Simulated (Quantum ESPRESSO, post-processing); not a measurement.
# Thickness dependence of 2H-MoTe2, part 8 of 8

What does each added layer of 2H-MoTe2 bring in screening, and what does it do to the gap?

Quantum ESPRESSO 7.5; plane-wave DFT, PBE, GBRV ultrasoft pseudopotentials.

So far. Step 13 (Variable-cell relaxation, 2 layers):  The last row is no step: it is a fresh SCF in the final cell with a new plane-wave basis, +0 meV from the row before. Step 17 (Potential by pp.x, 2 layers): The slope in the vacuum is 0.100 eV/Å for an applied 0.10 V/Å, as it should be.

**18. Bands along a path, 2 layers: no field**

File n2.f0.bands.in:

```
&control
  prefix = 'n2.f0.bands'
  outdir = './out'
  pseudo_dir = './pseudo'
  calculation = 'bands'
  tefield = .true.
  dipfield = .true.
/
&system
  ibrav = 0
  nat = 6
  ntyp = 2
  ecutwfc = 40
  ecutrho = 200
  occupations = 'smearing'
  smearing = 'fd'
  degauss = 0.004
  edir = 3
  emaxpos = 0.97
  eopreg = 0.04
  eamp = 0.0
  nbnd = 30
/
&electrons
  conv_thr = 1e-07
  mixing_beta = 0.4
  electron_maxstep = 120
  mixing_mode = 'local-TF'
/
ATOMIC_SPECIES
  Te  127.6000  te_pbe_v1.uspp.F.UPF
  Mo  95.9500  mo_pbe_v1.uspp.F.UPF
CELL_PARAMETERS angstrom
  3.51707478400000 0.00000000000000 0.00000000000000
  -1.75853739200000 3.04587611000000 0.00000000000000
  0.00000000000000 0.00000000000000 27.84820526100000
ATOMIC_POSITIONS crystal
  Te  0.333333333300 0.666666666700 0.310937738200
  Mo  0.000000000000 0.000000000000 0.376239546800
  Te  0.333333333300 0.666666666700 0.441644322700
  Te  0.000000000000 0.000000000000 0.558355677300
  Mo  0.333333333300 0.666666666700 0.623760453200
  Te  0.000000000000 0.000000000000 0.689062261800
K_POINTS crystal_b
4
  0.0000000000 0.0000000000 0.0000000000 12
  0.5000000000 0.0000000000 0.0000000000 12
  0.3333333333 0.3333333333 0.0000000000 12
  0.0000000000 0.0000000000 0.0000000000 1
```

Command:

```bash
$ cp -r out/n2.f0.save out/n2.f0.bands.save
$ cp out/n2.f0.xml out/n2.f0.bands.xml
$ OMP_NUM_THREADS=1 mpirun -n 4 pw.x -nk 4 -in n2.f0.bands.in > n2.f0.bands.out
```

Log:

```text
[banner, memory and clock lines left out]
Program PWSCF v.7.5 starts

          URL

     Presently no symmetry can be used with electric field

     Atomic positions and unit cell read from directory:
     ./out/n2.f0.bands.save/

     G-vector sticks info

     bravais-lattice index     =            0
     lattice parameter (alat)  =       6.6463  a.u.
     unit-cell volume          =    2013.2034 (a.u.)^3
     number of atoms/cell      =            6
     number of atomic types    =            2
     number of electrons       =        52.00
     number of Kohn-Sham states=           30
     kinetic-energy cutoff     =      40.0000  Ry
     charge density cutoff     =     200.0000  Ry
     Exchange-correlation= SLA  PW   PBE  PBE
                           (   1   4   3   4   0   0   0)

     celldm(1)=   6.646308  celldm(2)=   0.000000  celldm(3)=   0.000000
     celldm(4)=   0.000000  celldm(5)=   0.000000  celldm(6)=   0.000000

     crystal axes: (cart. coord. in units of alat)
               a(1) = (   1.000000   0.000000   0.000000 )
               a(2) = (  -0.500000   0.866025   0.000000 )
               a(3) = (   0.000000   0.000000   7.918002 )

     reciprocal axes: (cart. coord. in units 2 pi/alat)
               b(1) = (  1.000000  0.577350 -0.000000 )
               b(2) = (  0.000000  1.154701  0.000000 )
               b(3) = (  0.000000 -0.000000  0.126294 )

     PseudoPot. # 1 for Te read from file:
     ./pseudo/te_pbe_v1.uspp.F.UPF
     Pseudo is Ultrasoft + core correction, Zval =  6.0
     Generated by new atomic code, or converted to UPF format
     Using radial grid of  891 points,  5 beta functions with:
                l(1) =   0
                l(2) =   0
                l(3) =   1
                l(4) =   1
                l(5) =   2
     Q(r) pseudized with  6 coefficients,  rinner =    1.800   1.800   1.800
                                                       1.800   1.800

     PseudoPot. # 2 for Mo read from file:
     ./pseudo/mo_pbe_v1.uspp.F.UPF
     Pseudo is Ultrasoft + core correction, Zval = 14.0
     Generated by new atomic code, or converted to UPF format
     Using radial grid of  889 points,  6 beta functions with:
                l(1) =   0
                l(2) =   0
                l(3) =   1
                l(4) =   1
                l(5) =   2
                l(6) =   2
     Q(r) pseudized with  6 coefficients,  rinner =    1.000   1.000   1.000
                                                       1.000   1.000

     atomic species   valence    mass     pseudopotential
     Te                6.00   127.60000     Te( 1.00)
     Mo               14.00    95.95000     Mo( 1.00)

     No symmetry found

   Cartesian axes

     site n.     atom                  positions (alat units)
         1        Te     tau(   1) = (  -0.0000000   0.5773503   2.4620056  )
         2        Mo     tau(   2) = (   0.0000000   0.0000000   2.9790655  )
         3        Te     tau(   3) = (  -0.0000000   0.5773503   3.4969406  )
         4        Te     tau(   4) = (   0.0000000   0.0000000   4.4210614  )
         5        Mo     tau(   5) = (  -0.0000000   0.5773503   4.9389365  )
         6        Te     tau(   6) = (   0.0000000   0.0000000   5.4559964  )

     number of k points=    37  Fermi-Dirac smearing, width (Ry)=  0.0040
                       cart. coord. in units 2pi/alat
        k(    1) = (   0.0000000   0.0000000   0.0000000), wk =   0.0540541
        k(    2) = (   0.0416667   0.0240563   0.0000000), wk =   0.0540541
        k(    3) = (   0.0833333   0.0481125   0.0000000), wk =   0.0540541
        k(    4) = (   0.1250000   0.0721688   0.0000000), wk =   0.0540541
        k(    5) = (   0.1666667   0.0962250   0.0000000), wk =   0.0540541
        k(    6) = (   0.2083333   0.1202813   0.0000000), wk =   0.0540541
        k(    7) = (   0.2500000   0.1443376   0.0000000), wk =   0.0540541
        k(    8) = (   0.2916667   0.1683938   0.0000000), wk =   0.0540541
        k(    9) = (   0.3333333   0.1924501   0.0000000), wk =   0.0540541
        k(   10) = (   0.3750000   0.2165064   0.0000000), wk =   0.0540541
        k(   11) = (   0.4166667   0.2405626   0.0000000), wk =   0.0540541
        k(   12) = (   0.4583333   0.2646189   0.0000000), wk =   0.0540541
        k(   13) = (   0.5000000   0.2886751   0.0000000), wk =   0.0540541
        k(   14) = (   0.4861111   0.3127314   0.0000000), wk =   0.0540541
        k(   15) = (   0.4722222   0.3367877   0.0000000), wk =   0.0540541
        k(   16) = (   0.4583333   0.3608439   0.0000000), wk =   0.0540541
        k(   17) = (   0.4444444   0.3849002   0.0000000), wk =   0.0540541
        k(   18) = (   0.4305556   0.4089564   0.0000000), wk =   0.0540541
        k(   19) = (   0.4166667   0.4330127   0.0000000), wk =   0.0540541
        k(   20) = (   0.4027778   0.4570690   0.0000000), wk =   0.0540541
        k(   21) = (   0.3888889   0.4811252   0.0000000), wk =   0.0540541
        k(   22) = (   0.3750000   0.5051815   0.0000000), wk =   0.0540541
        k(   23) = (   0.3611111   0.5292377   0.0000000), wk =   0.0540541
        k(   24) = (   0.3472222   0.5532940   0.0000000), wk =   0.0540541
        k(   25) = (   0.3333333   0.5773503   0.0000000), wk =   0.0540541
        k(   26) = (   0.3055556   0.5292377   0.0000000), wk =   0.0540541
        k(   27) = (   0.2777778   0.4811252   0.0000000), wk =   0.0540541
        k(   28) = (   0.2500000   0.4330127   0.0000000), wk =   0.0540541
        k(   29) = (   0.2222222   0.3849002   0.0000000), wk =   0.0540541
        k(   30) = (   0.1944444   0.3367877   0.0000000), wk =   0.0540541
        k(   31) = (   0.1666667   0.2886751   0.0000000), wk =   0.0540541
        k(   32) = (   0.1388889   0.2405626   0.0000000), wk =   0.0540541
        k(   33) = (   0.1111111   0.1924501   0.0000000), wk =   0.0540541
        k(   34) = (   0.0833333   0.1443376   0.0000000), wk =   0.0540541
        k(   35) = (   0.0555556   0.0962250   0.0000000), wk =   0.0540541
        k(   36) = (   0.0277778   0.0481125   0.0000000), wk =   0.0540541
        k(   37) = (   0.0000000   0.0000000   0.0000000), wk =   0.0540541

     Dense  grid:    95883 G-vectors     FFT dimensions: (  30,  30, 240)

     Smooth grid:    68989 G-vectors     FFT dimensions: (  27,  27, 216)

     The potential is recalculated from file :
     ./out/n2.f0.bands.save/charge-density

     negative rho (up, down):  3.148E-03 0.000E+00

     Adding external electric field

     Computed dipole along edir(3) :
        Dipole                0.0000 Ry au,          0.0001 Debye
        Dipole field          0.0000 Ry au,

[...]
2.2453   2.4195   4.0706   4.0978   4.2616   4.4685

          k = 0.4722 0.3368 0.0000 (  8602 PWs)   bands (ev):

   -58.1154 -58.1148 -32.2786 -32.2781 -32.2594 -32.2588 -32.1839 -32.1834
    -8.1296  -8.0240  -7.8378  -7.7635  -2.9884  -2.8024  -2.1598  -2.0783
    -0.9675  -0.5730   0.2286   0.2544   0.7615   0.9215   1.5390   1.6268
     2.2632   2.4259   4.0894   4.0952   4.2724   4.4868

          k = 0.4583 0.3608 0.0000 (  8598 PWs)   bands (ev):

   -58.1153 -58.1147 -32.2771 -32.2766 -32.2591 -32.2586 -32.1869 -32.1863
    -8.1073  -8.0044  -7.8205  -7.7483  -2.9405  -2.7574  -2.1382  -2.0700
    -0.9536  -0.5674   0.1562   0.1625   0.7626   0.9475   1.2928   1.4132
     2.2786   2.4345   4.0758   4.1228   4.2965   4.5167

          k = 0.4444 0.3849 0.0000 (  8576 PWs)   bands (ev):

   -58.1152 -58.1146 -32.2751 -32.2745 -32.2588 -32.2582 -32.1909 -32.1903
    -8.0771  -7.9781  -7.7972  -7.7281  -2.8739  -2.6952  -2.1096  -2.0599
    -0.9371  -0.5634   0.0423   0.0775   0.7589   0.9632   1.0053   1.1518
     2.2918   2.4456   4.0566   4.1322   4.3475   4.5574

          k = 0.4306 0.4090 0.0000 (  8582 PWs)   bands (ev):

   -58.1151 -58.1145 -32.2725 -32.2719 -32.2584 -32.2579 -32.1957 -32.1952
    -8.0402  -7.9463  -7.7689  -7.7039  -2.7892  -2.6166  -2.0757  -2.0498
    -0.9214  -0.5650  -0.0772  -0.0223   0.6576   0.7946   0.8350   0.9933
     2.3070   2.4606   4.0308   4.1146   4.4248   4.6083

          k = 0.4167 0.4330 0.0000 (  8600 PWs)   bands (ev):

   -58.1149 -58.1143 -32.2694 -32.2688 -32.2580 -32.2574 -32.2013 -32.2008
    -7.9979  -7.9108  -7.7369  -7.6770  -2.6873  -2.5227  -2.0415  -2.0392
    -0.9111  -0.5781  -0.1944  -0.1391   0.3712   0.5359   0.7784   0.9843
     2.3277   2.4814   3.9971   4.0758   4.4879   4.6679

          k = 0.4028 0.4571 0.0000 (  8602 PWs)   bands (ev):

   -58.1148 -58.1142 -32.2659 -32.2653 -32.2576 -32.2570 -32.2075 -32.2069
    -7.9521  -7.8735  -7.7027  -7.6493  -2.5695  -2.4153  -2.0367  -2.0034
    -0.9115  -0.6116  -0.3071  -0.2916   0.1280   0.2467   0.7748   0.9688
     2.3562   2.5092   3.9555   4.0224   4.4038   4.7198

          k = 0.3889 0.4811 0.0000 (  8586 PWs)   bands (ev):

   -58.1146 -58.1140 -32.2620 -32.2614 -32.2571 -32.2566 -32.2138 -32.2133
    -7.9051  -7.8370  -7.6684  -7.6227  -2.4381  -2.2973  -2.0367  -1.9725
    -0.9282  -0.6925  -0.4770  -0.4266  -0.0192   0.0094   0.7726   0.9433
     2.3924   2.5438   3.9077   3.9601   4.2663   4.7739

          k = 0.3750 0.5052 0.0000 (  8600 PWs)   bands (ev):

   -58.1145 -58.1139 -32.2579 -32.2573 -32.2568 -32.2562 -32.2202 -32.2196
    -7.8597  -7.8045  -7.6360  -7.5995  -2.2977  -2.1736  -2.0400  -1.9502
    -0.9685  -0.8801  -0.5963  -0.5676  -0.1338  -0.0943   0.7720   0.9099
     2.4337   2.5832   3.8575   3.8957   4.1553   4.7207

          k = 0.3611 0.5292 0.0000 (  8590 PWs)   bands (ev):

   -58.1144 -58.1138 -32.2564 -32.2559 -32.2538 -32.2532 -32.2261 -32.2255
    -7.8191  -7.7796  -7.6079  -7.5821  -2.1646  -2.0537  -2.0357  -1.9386
    -1.1133  -1.0466  -0.6877  -0.6568  -0.1902  -0.1358   0.7754   0.8725
     2.4742   2.6225   3.8118   3.8373   4.0784   4.6597

          k = 0.3472 0.5533 0.0000 (  8586 PWs)   bands (ev):

   -58.1143 -58.1137 -32.2562 -32.2557 -32.2503 -32.2497 -32.2308 -32.2303
    -7.7873  -7.7661  -7.5865  -7.5728  -2.1028  -1.9754  -1.9587  -1.9359
    -1.3087  -1.1472  -0.7363  -0.6981  -0.1992  -0.1629   0.7854   0.8358
     2.5053   2.6533   3.7800   3.7937   4.0346   4.6243

          k = 0.3333 0.5774 0.0000 (  8607 PWs)   bands (ev):

   -58.1143 -58.1137 -32.2562 -32.2556 -32.2487 -32.2481 -32.2328 -32.2323
    -7.7684  -7.7681  -7.5743  -7.5740  -2.0982  -1.9380  -1.9220  -1.9217
    -1.3925  -1.1956  -0.7287  -0.7287  -0.1850  -0.1849   0.8051   0.8054
     2.5174   2.6656   3.7724   3.7729   4.0208   4.6134

          k = 0.3056 0.5292 0.0000 (  8591 PWs)   bands (ev):

   -58.1144 -58.1138 -32.2565 -32.2560 -32.2527 -32.2521 -32.2268 -32.2263
    -7.8330  -7.7850  -7.6161  -7.5836  -2.1165  -2.0299  -2.0082  -1.9155
    -1.1434  -1.0292  -0.7704  -0.6305  -0.2299  -0.1280   0.7855   0.8824
     2.4662   2.6107   3.8039   3.8540   4.0659   4.6444

          k = 0.2778 0.4811 0.0000 (  8607 PWs)   bands (ev):

   -58.1148 -58.1142 -32.2576 -32.2571 -32.2566 -32.2561 -32.2164 -32.2159
    -7.9890  -7.8928  -7.7192  -7.6469  -2.1956  -2.1223  -1.9138  -1.8129
    -0.8213  -0.7602  -0.6947  -0.4550  -0.2826  -0.0576   0.8523   1.0117
     2.3480   2.4782   3.8619   4.0257   4.1701   4.6508

          k = 0.2500 0.4330 0.0000 (  8597 PWs)   bands (ev):

   -58.1155 -58.1149 -32.2596 -32.2590 -32.2562 -32.2556 -32.2055 -32.2049
    -8.2287  -8.0916  -7.8823  -7.7667  -2.1542  -2.0692  -1.6858  -1.5993
    -0.8634  -0.6261  -0.3705  -0.1899  -0.1896   0.0559   1.0164   1.1788
     2.2348   2.3422   3.8072   4.1911   4.2766   4.4720

          k = 0.2222 0.3849 0.0000 (  8605 PWs)   bands (ev):

   -58.1165 -58.1159 -32.2624 -32.2618 -32.2506 -32.2500 -32.1949 -32.1943
    -8.5271  -8.3589  -8.0907  -7.9335  -2.0071  -1.8709  -1.3710  -1.2801
    -0.9168  -0.6188  -0.3753  -0.0300   0.2793   0.3506   1.2509   1.3583
     2.1605   2.2462   3.6491   4.1412   4.3167   4.3738

          k = 0.1944 0.3368 0.0000 (  8593 PWs)   bands (ev):

   -58.1177 -58.1171 -32.2658 -32.2653 -32.2402 -32.2396 -32.1850 -32.1844
    -8.8531  -8.6634  -8.3232  -8.1295  -1.8808  -1.5810  -1.0959  -0.9329
    -0.8146  -0.6266  -0.3026   0.0900   0.7239   0.7275   1.5098   1.5211
     2.0965   2.1713   3.5644   4.0093   4.3176   4.4323

          k = 0.1667 0.2887 0.0000 (  8561 PWs)   bands (ev):

   -58.1191 -58.1185 -32.2698 -32.2692 -32.2259 -32.2253 -32.1761 -32.1756
    -9.1786  -8.9747  -8.5588  -8.3348  -1.9453  -1.3641  -0.8412  -0.7897
    -0.5390  -0.3074  -0.0515   0.2679   1.0707   1.0942   1.6416   1.7481
     2.0020   2.0811   3.6592   4.0591   4.3661   4.4324

          k = 0.1389 0.2406 0.0000 (  8577 PWs)   bands (ev):

   -58.1206 -58.1200 -32.2740 -32.2734 -32.2091 -32.2086 -32.1685 -32.1680
    -9.4816  -9.2690  -8.7806  -8.5323  -2.1525  -1.4464  -0.4870  -0.4757
    -0.3276   0.1104   0.3896   0.5505   1.3046   1.3072   1.7019   1.8923
     1.9250   2.0793   3.9174   4.2425   4.4403   4.5644

          k = 0.1111 0.1925 0.0000 (  8623 PWs)   bands (ev):

   -58.1220 -58.1214 -32.2780 -32.2775 -32.1917 -32.1911 -32.1622 -32.1617
    -9.7465  -9.5287  -8.9758  -8.7086  -2.3901  -1.6503  -0.2440  -0.0536
    -0.0043   0.4465   0.8628   0.9373   1.3109   1.3217   1.7110   1.9281
     1.9423   2.2863   4.2902   4.4931   4.5714   4.8781

          k = 0.0833 0.1443 0.0000 (  8635 PWs)   bands (ev):

   -58.1233 -58.1227 -32.2816 -32.2810 -32.1755 -32.1750 -32.1573 -32.1567
    -9.9622  -9.7414  -9.1355  -8.8542  -2.6050  -1.8525  -0.1024   0.3521
     0.3801   0.7367   1.1954   1.2099   1.2706   1.3111   1.7160   1.9385
     1.9720   2.5223   4.7627   4.8302   4.8359   5.0066

          k = 0.0556 0.0962 0.0000 (  8657 PWs)   bands (ev):

   -58.1243 -58.1237 -32.2844 -32.2838 -32.1625 -32.1619 -32.1538 -32.1532
   -10.1210  -9.8987  -9.2534  -8.9623  -2.7718  -2.0139   0.0052   0.6859
     0.7029   1.0083   1.0872   1.0972   1.5463   1.5769   1.7306   1.8956
     1.9645   2.6820   5.1855   5.2077   5.2939   5.3154

          k = 0.0278 0.0481 0.0000 (  8657 PWs)   bands (ev):

   -58.1249 -58.1244 -32.2862 -32.2856 -32.1539 -32.1534 -32.1517 -32.1511
   -10.2182  -9.9952  -9.3256  -9.0288  -2.8766  -2.1167   0.0738   0.9068
     0.9173   1.0109   1.0198   1.2422   1.7012   1.7267   1.7567   1.8108
     1.9336   2.7461   5.4886   5.5644   5.6448   5.7107

          k = 0.0000 0.0000 0.0000 (  8661 PWs)   bands (ev):

   -58.1251 -58.1246 -32.2868 -32.2863 -32.1510 -32.1510 -32.1504 -32.1504
   -10.2509 -10.0277  -9.3499  -9.0512  -2.9123  -2.1519   0.0973   0.9843
     0.9843   0.9928   0.9928   1.3564   1.7496   1.7496   1.7738   1.7738
     1.9138   2.7586   5.6329   5.6329   5.7350   5.7350

     XML data file, pseudopotentials, collected wavefunctions

                                        0.00s GPU  (     596 calls)
```

Wall time 61 s (4 MPI ranks of Arm Neoverse V1, shared host); peak memory 0.45 GiB; 4.1 min of CPU time.

Numbers from this step:

| Property | Result |
| --- | --- |
| dipole along the normal | 2.08e-5 e·Å |
| valence top, on the run's zero | 2.759 eV |
| conduction bottom, on the run's zero | 3.564 eV |
| gap by band count | 0.8059 eV |

Band numbers count within the set of bands kept for display. Electronic bands along the path, in eV, zero at the highest filled level of the SCF mesh; v1 is the highest filled band, c1 the lowest empty one:

```csv
point,v4,v3,v2,v1,c1,c2,c3,c4
Γ,-0.98,-0.98,-0.84,0.00,2.87,2.87,2.98,2.98
halfway,-1.16,-1.11,-1.02,-0.90,1.22,1.50,1.88,1.97
M,-0.98,-0.94,-0.52,-0.34,1.30,1.34,1.50,1.70
halfway,-1.98,-1.77,-0.43,-0.28,1.24,1.32,1.73,1.91
K,-1.95,-1.95,-0.24,-0.09,1.01,1.01,1.26,1.85
halfway,-1.12,-1.01,-0.76,-0.68,0.90,1.30,1.61,1.67
Γ,-0.98,-0.98,-0.84,0.00,2.87,2.87,2.98,2.98
```

Along this path the valence top lies at Γ and the conduction bottom between K and Γ.

**19. Polarisability from the dipole between 0 and 0.1 V/A, 2 layers**

This step gave:

* polarisability a cell: 10.82 Å³
* sheet polarisability 4πα/A: 12.69 Å

Table of change of the potential energy, second field less first by z:

```csv
z (Å),"change of the potential energy, second field less first (eV)"
0,-0.378
1,-0.657
2,-0.557
3,-0.457
4,-0.357
5,-0.258
6,-0.161
7,-0.0779
8,-0.0401
9,-0.0321
10,-0.0310
11,-0.0264
12,-0.0249
13,-0.0183
14,0.00192
15,0.0197
16,0.0247
17,0.0263
18,0.0309
19,0.0322
20,0.0426
21,0.0893
22,0.177
23,0.275
24,0.374
25,0.474
26,0.574
27,0.653
```

**20. The series side by side**

All levels:

```csv
level,sheet polarisability (Å),gap without a field (eV),vacuum over the valence top of the mesh (eV),CPU time (s)
1 layer,6.346,1.149,4.803,410.8
2 layers,12.69,0.8059,4.66,1996
```

**21. By hand**

From 1 to 2 layers, over the growth of the distance between the outermost mean planes: (12.687 − 6.346) Å / 6.891 Å = 0.920 = 1 − 1/ε, so ε = 12.5.

**22. Summary of results**

| Item | Value |
| --- | --- |
| 4πα/A of 1 layer | 6.35 Å |
| gap along the path, 1 layer | 1.15 eV |
| Kohn-Sham ionisation potential, 1 layer | 4.80 eV |
| 4πα/A of 2 layers | 12.69 Å |
| gap along the path, 2 layers | 0.81 eV |
| Kohn-Sham ionisation potential, 2 layers | 4.66 eV |

**Reading.** The sheet polarisability 4πα/A grows as 6.35 and 12.69 Å for 1 and 2 layers (PBE, GBRV ultrasoft). The last layer adds 6.89 Å between the outermost mean planes and 6.34 Å of 4πα/A; 1 − 1/ε = 0.920 gives ε = 12.5 along the normal for the stacked crystal at this spacing. The gap runs 1.15 and 0.81 eV. Relaxed under PBE-D3(BJ), the lattice constant goes from 3.521 to 3.517 Å. For one layer the induced dipoles at +0.1 and −0.1 V/Å differ in size by 0.1 %, which is SCF noise. With spin-orbit coupling (other, fully relativistic files) the single layer's gap along the path is 1.02 eV against 1.15 eV. The nearest atoms of neighbouring layers lie 3.83 Å apart. With 1 − 1/ε so near one, ε is touchy: 0.1 Å more spacing would give ε = 10.8. On the path the edges lie as follows: K to K for 1 and Γ to between K and Γ for 2 (valence top to conduction bottom, by number of layers). One stacking was chosen. The ions are clamped in the field. Semilocal gaps are too small and shrink less with thickness than quasiparticle gaps, which also feel the screening by neighbours.

[Logs are printed without paths, hosts, clocks, repeated set-up lines and the standing remarks that a program may print on its own settings, such as how far it seeks lower states.]

[Hosts, paths, dates, database ids (printed as entryN), source tags and the programs' standing remarks are cut or masked in the printed files.]

[Maps of the electrostatic potential energy from Ansatz leave out the sawtooth potential of an applied field or a dipole correction, so their vacuum need not be flat; planar profiles and work functions include it.]
